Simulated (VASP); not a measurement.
# ZrS2 (P-3m1) in VASP: notebook, part 2 of 2

VASP 6.6.1.

## 3. Relaxation of cell and atoms, r2SCAN

This run uses another cell than the first one, of 23.97 Å³/atom, 1.009 times its volume.

File INCAR:

```
SYSTEM = ZrS2
PREC = Accurate
ENCUT = 600
EDIFF = 1E-7
ISMEAR = 0
SIGMA = 0.03
LREAL = .False.
LASPH = .True.
NELM = 80
ALGO = Normal
ISIF = 3
LWAVE = .False.
LCHARG = .False.
METAGGA = R2SCAN
LMIXTAU = .True.
IBRION = 2
NSW = 90
EDIFFG = -0.005
```

File KPOINTS:

```
Automatic mesh
0
Gamma
  9 9 5
  0 0 0
```

File POSCAR:

```
ZrS2                                    
1.0
    3.6895319390     -0.0000000000     -0.0000000000
   -1.8447659695      3.1952283872      0.0000000000
    0.0000000000      0.0000000000      6.0998864109
  Zr              S             
     1     2
Direct
     0.0000000000000000    0.0000000000000000    0.0000000000000000
     0.6666666699999979    0.3333333300000021    0.7643681282560079
     0.3333333300000021    0.6666666699999979    0.2356318717439921
```

Potentials or basis: VASP PAW PBE potentials, release 64 (Zr_sv, S).

Started as:

```bash
> cat potpaw_PBE.64/Zr_sv/POTCAR potpaw_PBE.64/S/POTCAR > POTCAR
> mpirun -np 1 vasp_std > vasp.out
```

OUTCAR:

```text
SYSTEM = ZrS2
   PREC = Accurate
   ENCUT = 600
   EDIFF = 1E-7
   ISMEAR = 0
   LREAL = .False.
   LASPH = .True.
   NELM = 80
   ISIF = 3
   METAGGA = R2SCAN
   IBRION = 2
   NSW = 90
   EDIFFG = -0.005

 ion  position               nearest neighbor table
   1  0.000  0.000  0.000-   2 2.57   3 2.57   3 2.57   2 2.57   2 2.57   3 2.57
   2  0.667  0.333  0.764-   1 2.57   1 2.57   1 2.57
   3  0.333  0.667  0.236-   1 2.57   1 2.57   1 2.57

  LATTYP: Found a hexagonal cell.
 ALAT       =     3.6895319390
 C/A-ratio  =     1.6532954618

  Lattice vectors:

 A1 = (   3.6895319390,   0.0000000000,   0.0000000000)
 A2 = (  -1.8447659695,   3.1952283872,   0.0000000000)
 A3 = (   0.0000000000,   0.0000000000,   6.0998864109)

Analysis of symmetry for initial positions (statically):
=====================================================================
 Subroutine PRICEL returns:
 Original cell was already a primitive cell.

 Routine SETGRP: Setting up the symmetry group for a
 hexagonal supercell.

 Subroutine GETGRP returns: Found 12 space group operations
 (whereof 12 operations were pure point group operations)
 out of a pool of 24 trial point group operations.

The static configuration has the point symmetry D_3d.

Analysis of symmetry for dynamics (positions and initial velocities):
=====================================================================
 Subroutine PRICEL returns:
 Original cell was already a primitive cell.

 Routine SETGRP: Setting up the symmetry group for a
 hexagonal supercell.

 Subroutine GETGRP returns: Found 12 space group operations
 (whereof 12 operations were pure point group operations)
 out of a pool of 24 trial point group operations.

The dynamic configuration has the point symmetry D_3d.

 Subroutine INISYM returns: Found 12 space group operations
 (whereof 12 operations are pure point group operations),
 and found     1 'primitive' translations

----------------------------------------------------------------------------------------

                                     Primitive cell

  volume of cell :      71.9109

  direct lattice vectors                    reciprocal lattice vectors
     3.689531939  0.000000000  0.000000000     0.271037090  0.156483337  0.000000000
    -1.844765970  3.195228387  0.000000000     0.000000000  0.312966674  0.000000000
     0.000000000  0.000000000  6.099886411     0.000000000  0.000000000  0.163937479

  length of vectors
     3.689531939  3.689531939  6.099886411     0.312966674  0.312966674  0.163937479

  position of ions in fractional coordinates (direct lattice)
     0.000000000  0.000000000  0.000000000
     0.666666670  0.333333330  0.764368128
     0.333333330  0.666666670  0.235631872

  ion indices of the primitive-cell ions
   primitive index   ion index
                 1           1
                 2           2
                 3           3

----------------------------------------------------------------------------------------

 KPOINTS: Automatic mesh

Automatic generation of k-mesh.
 Grid dimensions read from file:
 generate k-points for:    9    9    5

 Generating k-lattice:

  Cartesian coordinates                     Fractional coordinates (reciprocal lattice)
     0.030115232  0.017387037  0.000000000     0.111111111  0.000000000  0.000000000
     0.000000000  0.034774075  0.000000000     0.000000000  0.111111111  0.000000000
     0.000000000  0.000000000  0.032787496     0.000000000  0.000000000  0.200000000

  Length of vectors
     0.034774075  0.034774075  0.032787496

  Shift w.r.t. Gamma in fractional coordinates (k-lattice)
     0.000000000  0.000000000  0.000000000

 Subroutine IBZKPT returns following result:
 ===========================================

 Found     50 irreducible k-points:

 Following reciprocal coordinates:
            Coordinates               Weight
  0.000000  0.000000  0.000000      1.000000
  0.111111 -0.000000  0.000000      6.000000
  0.222222 -0.000000  0.000000      6.000000
  0.333333 -0.000000  0.000000      6.000000
  0.444444 -0.000000  0.000000      6.000000
  0.111111  0.111111  0.000000      6.000000
[... 16 lines left out ...]
  0.222222  0.111111  0.200000     12.000000
 -0.111111  0.333333  0.200000     12.000000
 [... further k-points ...]
   k-points           NKPTS =     50   k-points in BZ     NKDIM =     50   number of bands    NBANDS=     16
   number of dos      NEDOS =    301   number of ions     NIONS =      3
   total plane-waves  NPLWV =  45000
   dimension x,y,z NGX =    30 NGY =   30 NGZ =   50
   dimension x,y,z NGXF=    60 NGYF=   60 NGZF=  100
   ions per type =               1   2
   NGX,Y,Z   is equivalent  to a cutoff of  13.52, 13.52, 13.63 a.u.
   NGXF,Y,Z  is equivalent  to a cutoff of  27.04, 27.04, 27.25 a.u.
 SYSTEM =  ZrS2
   PREC   = accura    normal or accurate (medium, high low for compatibility)
   ISTART =      0    job   : 0-new  1-cont  2-samecut
   ICHARG =      2    charge: 1-file 2-atom 10-const
   ISPIN  =      1    spin polarized calculation?
   LNONCOLLINEAR =      F non collinear calculations
   LSORBIT =      F    spin-orbit coupling
   LASPH  =      T    aspherical Exc in radial PAW
   ENCUT  =  600.0 eV  44.10 Ry    6.64 a.u.   7.37  7.37 12.18*2*pi/ulx,y,z
   NELM   =     80;   NELMIN=  2; NELMDL= -5     # of ELM steps
   EDIFF  = 0.1E-06   stopping-criterion for ELM
   LREAL  =      F    real-space projection
   EDIFFG = -.5E-02   stopping-criterion for IOM
   NSW    =     90    number of steps for IOM
   IBRION =      2    ionic relax: 0-MD 1-quasi-New 2-CG
   NFREE  =      1    steps in history (QN), initial steepest desc. (CG)
   ISIF   =      3    stress and relaxation
   ISYM   =      2    0-nonsym 1-usesym 2-fastsym
   POTIM  = 0.5000    time-step for ionic-motion
   TEBEG  =    0.0;   TEEND  =   0.0 temperature during run
   PSTRESS=    0.0 pullay stress
   NELECT =      24.0000    total number of electrons
   NUPDOWN=      -1.0000    fix difference up-down
   EMIN   =  10.00;   EMAX   =-10.00  energy-range for DOS
   EFERMI =   0.00;   METHOD = LEGACY
   ISMEAR =     0;   SIGMA  =   0.03  broadening in eV -4-tet -1-fermi 0-gaus
   EFERMI_NEDOS =   21; number of points for ismear=-14 and -15
   IALGO  =     38    algorithm
   IMIX   =      4    mixing-type and parameters
     AMIX     =   0.40;   BMIX     =  1.00
     AMIX_MAG =   1.60;   BMIX_MAG =  1.00
  volume/ion in A,a.u.               =      23.97       161.76
  Fermi-wavevector in a.u.,A,eV,Ry     =   1.135569  2.145915 17.544949  1.289517
  Thomas-Fermi vector in A             =   2.272274
   LORBIT       =      0    0 simple, 1 ext, 2 COOP (PROOUT), +10 PAW based schemes
   METAGGA = R2SCAN    functional components
   LHFCALC =     F    Hartree Fock is set to
   AEXX    =    0.0000 exact exchange contribution
   IVDW    =     0    specifies the selected vdW correction
   LEPSILON=     F    determine dielectric tensor
   LRPA    =     F    only Hartree local field effects (RPA)
 conjugate gradient relaxation of ions
 non-spin polarized calculation
 Gauss-broadening in eV      SIGMA  =   0.03
  energy-cutoff  :      600.00
  volume of cell :       71.91
 maximum number of plane-waves:      2431
 NGX is ok and might be reduce to    30
   NGX = 15   NGY = 15   NGZ = 25

 number of electron      23.9999998 magnetization

 Free energy of the ion-electron system (eV)
  ---------------------------------------------------
  ext. energy  EPLUGINS =         0.00000000
  ---------------------------------------------------
  free energy    TOTEN  =       -44.16135997 eV

  energy without entropy =      -44.16135997  energy(sigma->0) =      -44.16135997

 E-fermi :   3.9461     XC(G=0):  -9.7890

 val. band max:        3.7685587277   @ k =   0.1111  -0.0000   0.0000
 cond. band min:       5.1756228511   @ k =   0.0000   0.4444   0.4000
 fundamental gap:      1.4070641235
 Fermi energy:         3.9461093161

 k-point     1 :       0.0000    0.0000    0.0000
  band No.  band energies     occupation
      1     -46.8433      2.00000
      2     -24.1944      2.00000
      3     -24.0422      2.00000
      4     -24.0422      2.00000
      5      -9.3010      2.00000
      6      -7.8766      2.00000
[... 8 lines left out ...]
     15       6.6063      0.00000
     16       9.1745      0.00000
[... 419 lines left out ...]
 k-point    24 :      -0.1111    0.3333    0.2000
  band No.  band energies     occupation
      1     -46.8315      2.00000
      2     -24.1995      2.00000
      3     -24.1569      2.00000
      4     -24.0868      2.00000
      5      -8.5557      2.00000
      6      -8.0562      2.00000
[... 8 lines left out ...]
     15       7.6039      0.00000
     16       8.6175      0.00000

 [... further k-points ...]
[... 5 lines left out ...]
  --------------------------------------------------------------------------------------
  -------------------------------------------------------------------------------------
  Total        0.0149286      0.0149286      0.0022623      0.0000000      0.0000000      0.0000000
  in kB        0.3326095      0.3326095      0.0504050      0.0000000      0.0000000      0.0000000
  external PRESSURE =       0.2385414 kB  Pullay stress =       0.0000000 kB

 VOLUME and BASIS-vectors are now :
 -----------------------------------------------------------------------------
  energy-cutoff  :      600.00
  volume of cell :       71.91
      direct lattice vectors                 reciprocal lattice vectors
     3.689531939  0.000000000  0.000000000     0.271037090  0.156483337  0.000000000
    -1.844765970  3.195228387  0.000000000     0.000000000  0.312966674  0.000000000
     0.000000000  0.000000000  6.099886411     0.000000000  0.000000000  0.163937479

 POSITION                                       TOTAL-FORCE (eV/Angst)
 -----------------------------------------------------------------------------------
      0.00000      0.00000      0.00000         0.000000      0.000000     -0.000000
      1.84477      1.06508      4.66256         0.000000      0.000000     -0.001684
     -0.00000      2.13015      1.43733        -0.000000     -0.000000      0.001684
 -----------------------------------------------------------------------------------
    total drift:                               -0.000000     -0.000000      0.000000

  FREE ENERGIE OF THE ION-ELECTRON SYSTEM (eV)
  ---------------------------------------------------
  free  energy   TOTEN  =       -44.1613599677 eV

  energy  without entropy=      -44.1613599677  energy(sigma->0) =      -44.16135997

 reached required accuracy - stopping structural energy minimisation
```

Wall time 2.6 min (1 thread of Intel Xeon 6975P-C (Granite Rapids), shared host); peak memory 0.25 GiB.

What came out:

- Free energy: -44.1614 eV
- Pressure after relaxing: 0.0 GPa
- Band gap on the k mesh: 1.41 eV, indirect (least direct gap 2.01 eV)

Final structure:
```
Zr S
1.0
     3.68953    0.00000    0.00000
    -1.84477    3.19523    0.00000
     0.00000    0.00000    6.09989
Zr S
1 2
Cartesian
  0.0000 0.0000 0.0000
  1.8448 1.0651 4.6626
  0.0000 2.1302 1.4373
```

Caveat: the relaxation stopped at its first step, so nothing moved; the PAW data sets were made with another functional, which shifts forces and pressure a little; an odd mesh through Γ misses points on the zone boundary, where band edges often lie.

## 4. Relaxation of cell and atoms, LDA

File INCAR:

```
  PREC = Accurate
  ENCUT = 600
  EDIFF = 1E-6
  ISMEAR = 0
  SIGMA = 0.03
  LREAL = F
  LASPH = T
  NELM = 80
  ALGO = Normal
  ISIF = 3
  LWAVE = F
  LCHARG = F
  IBRION = 2
  NSW = 90
  EDIFFG = -0.01
  KPAR = 2
```

File KPOINTS:

```
Automatic mesh
0
Gamma
  9 9 5
```

File POSCAR:

```
ZrS2
1.0
    3.6913825498      0.0000000000      0.0000000000
   -1.8456912749      3.1968310632      0.0000000000
    0.0000000000      0.0000000000      6.0410770100
Zr S
1 2
Direct
    0.0000000000      0.0000000000      0.0000000000
    0.6666666700      0.3333333300      0.7620900300
    0.3333333300      0.6666666700      0.2379099700
```

Potentials or basis: VASP PAW LDA potentials, release 64 (Zr_sv, S).

Started as:

```bash
> cat potpaw_LDA.64/Zr_sv/POTCAR potpaw_LDA.64/S/POTCAR > POTCAR
> mpirun -np 2 vasp_std > vasp.out
```

OUTCAR:

```text
PREC = Accurate
   ENCUT = 600
   EDIFF = 1E-6
   ISMEAR = 0
   LREAL = F
   LASPH = T
   NELM = 80
   ISIF = 3
   IBRION = 2
   NSW = 90
   EDIFFG = -0.01

 ion  position               nearest neighbor table
   1  0.000  0.000  0.000-   2 2.57   3 2.57   3 2.57   2 2.57   2 2.57   3 2.57
   2  0.667  0.333  0.762-   1 2.57   1 2.57   1 2.57
   3  0.333  0.667  0.238-   1 2.57   1 2.57   1 2.57

  LATTYP: Found a hexagonal cell.
 ALAT       =     3.6913825498
 C/A-ratio  =     1.6365350728

  Lattice vectors:

 A1 = (   3.6913825498,   0.0000000000,   0.0000000000)
 A2 = (  -1.8456912749,   3.1968310632,   0.0000000000)
 A3 = (   0.0000000000,   0.0000000000,   6.0410770100)

Analysis of symmetry for initial positions (statically):
=====================================================================
 Subroutine PRICEL returns:
 Original cell was already a primitive cell.

 Routine SETGRP: Setting up the symmetry group for a
 hexagonal supercell.

 Subroutine GETGRP returns: Found 12 space group operations
 (whereof 12 operations were pure point group operations)
 out of a pool of 24 trial point group operations.

The static configuration has the point symmetry D_3d.

Analysis of symmetry for dynamics (positions and initial velocities):
=====================================================================
 Subroutine PRICEL returns:
 Original cell was already a primitive cell.

[... 265 lines left out ...]
  free  energy   TOTEN  =       -23.3630459921 eV

  energy  without entropy=      -23.3630459921  energy(sigma->0) =      -23.36304599

 E-fermi :   4.8501     XC(G=0):  -9.9753

 val. band max:        4.5973789232   @ k =   0.0000   0.0000   0.0000
 cond. band min:       5.3462059226   @ k =   0.0000   0.4444   0.4000
 fundamental gap:      0.7488269994
 Fermi energy:         4.8500823597

 k-point     1 :       0.0000    0.0000    0.0000
  band No.  band energies     occupation
      1     -43.9147      2.00000
      2     -22.1779      2.00000
      3     -21.9931      2.00000
      4     -21.9931      2.00000
      5      -8.1786      2.00000
      6      -6.6457      2.00000
[... 435 lines left out ...]
      5      -7.3505      2.00000
      6      -6.8147      2.00000
[... 8 lines left out ...]
     15       8.1444      0.00000
     16       9.1474      0.00000

 [... further k-points ...]

[... ionic steps 4 to 10 ...]

--------------------------------------- Ionic step       11  -------------------------------------------

 number of electron      24.0000001 magnetization

------------------------ aborting loop because EDIFF is reached ----------------------------------------
[... 69 lines left out ...]
--------------------------------------- Ionic step       13  -------------------------------------------

 number of electron      24.0000001 magnetization

 Free energy of the ion-electron system (eV)
  ---------------------------------------------------
  ext. energy  EPLUGINS =         0.00000000
  ---------------------------------------------------
  free energy    TOTEN  =       -23.39833622 eV

  energy without entropy =      -23.39833622  energy(sigma->0) =      -23.39833622

 E-fermi :   5.8025     XC(G=0): -10.3181

 val. band max:        5.5288125329   @ k =   0.0000   0.0000   0.0000
 cond. band min:       6.0233146471   @ k =   0.0000   0.4444   0.4000
 fundamental gap:      0.4945021142
 Fermi energy:         5.8025251659

 k-point     1 :       0.0000    0.0000    0.0000
  band No.  band energies     occupation
      1     -43.2308      2.00000
      2     -21.4943      2.00000
      3     -21.3109      2.00000
      4     -21.3109      2.00000
      5      -7.6364      2.00000
      6      -5.8533      2.00000
[... 477 lines left out ...]
  FREE ENERGIE OF THE ION-ELECTRON SYSTEM (eV)
  ---------------------------------------------------
  free  energy   TOTEN  =       -23.3983362195 eV

  energy  without entropy=      -23.3983362195  energy(sigma->0) =      -23.39833622

 reached required accuracy - stopping structural energy minimisation
```

CONTCAR:

```text
ZrS2
   1.00000000000000
     3.5954281691289363   -0.0000000000000000    0.0000000000000000
    -1.7977140845644681    3.1137321319355116    0.0000000000000000
     0.0000000000000000    0.0000000000000001    5.6512038393395825
  Zr              S
     1     2
Direct
     0.0000000000000000    0.0000000000000000    0.0000000000000000
     0.6666666699999979    0.3333333300000021    0.7428042021545149
     0.3333333300000021    0.6666666699999979    0.2571957978454852

  0.00000000E+00  0.00000000E+00  0.00000000E+00
  0.00000000E+00  0.00000000E+00  0.00000000E+00
  0.00000000E+00  0.00000000E+00  0.00000000E+00
```

Run time: 4.3 min. Hardware: 2 MPI ranks of AMD EPYC 7R13 (Zen 3), shared host; peak memory 0.2 GiB.

Results:

| Quantity | Value |
| --- | --- |
| Free energy | -23.3983 eV |
| Relaxed volume | 21.09 Å³/atom |
| Relaxed cell | a = 3.595 Å, b = 3.595 Å, c = 5.651 Å, α = 90.00°, β = 90.00°, γ = 120.00° |
| Space group after relaxing (to 0.05 Å) | P-3m1 (No. 164) |
| Energy gained by relaxing | 27.8 meV/atom |
| Ionic steps | 13 |
| Pressure after relaxing | 0.0 GPa |
| Largest force after relaxing | 0.007 eV/Å |
| Band gap on the k mesh | 0.49 eV, indirect (least direct gap 1.29 eV) |

Forces on the atoms (eV/Å):
```
Zr   0.000  0.000  0.000
S    0.000  0.000  0.007
S    0.000  0.000 -0.007
```

The path:
```csv
step,energy change (eV),largest force (eV/Å),pressure (GPa),volume (Å³)
1,0.0000,0.2812,-4.48,71.29
2,0.0276,1.0829,6.37,64.64
3,-0.0482,0.2803,-0.18,68.23
4,-0.0482,0.2927,-0.08,68.17
5,-0.0551,0.2109,-0.11,67.75
6,-0.0595,0.0652,-0.15,67.02
7,-0.0646,0.0585,-0.16,66.50
8,-0.0774,0.0393,-0.11,64.94
9,-0.0778,0.0315,0.52,61.80
10,-0.0832,0.0339,0.20,63.49
11,-0.0834,0.0246,0.26,63.16
12,-0.0799,0.1764,-1.36,63.89
13,-0.0835,0.0065,0.01,63.27
```

Final structure:
```
Zr S
1.0
     3.59543    0.00000    0.00000
    -1.79771    3.11373    0.00000
     0.00000    0.00000    5.65120
Zr S
1 2
Cartesian
  0.0000 0.0000 0.0000
  1.7977 1.0379 4.1977
  0.0000 2.0758 1.4535
```

Caveat: an odd mesh through Γ misses points on the zone boundary, where band edges often lie.
